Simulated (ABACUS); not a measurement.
The system is AlN.

```
CELL_PARAMETERS angstrom
3.11300 0.00000 0.00000
-1.55650 2.69594 0.00000
0.00000 0.00000 4.98100
ATOMIC_POSITIONS crystal
Al 0.66667 0.33333 0.50000
Al 0.33333 0.66667 0.00000
N 0.66667 0.33333 0.88000
N 0.33333 0.66667 0.38000
```

Base run:

```yaml
Program: ABACUS 3.10.1
Functional: PBEsol
Potentials_or_basis: PseudoDojo NC SR 0.4.1 PBE standard
Cutoff: 1361 eV
Density_cutoff: 5442 eV
Basis: DZP LCAO (the cutoffs set its grid)
k_mesh: 10 × 10 × 6
Occupations: fermi-dirac, width 0.05 eV
Spin: no spin polarisation
```

Its results: band gap on the k mesh 4.50 eV, direct; pressure 2.6 GPa; largest force 0.131 eV/Å.

Question: The run is repeated on the same cell with these changes: functional from PBEsol to revPBE. What comes out?

Answer: Band gap on the k mesh 4.63 eV, direct; pressure 5.4 GPa; largest force 0.124 eV/Å.

revPBE binds less tightly than PBEsol, so the same cell stands under more pressure.

Caveats: the atomic orbitals were generated for these runs and aren't a published set; the potentials were made for another functional, which shifts forces and pressure; the basis of atomic orbitals isn't converged, which shifts pressures, moduli and gaps.

A k mesh can miss the band edges.
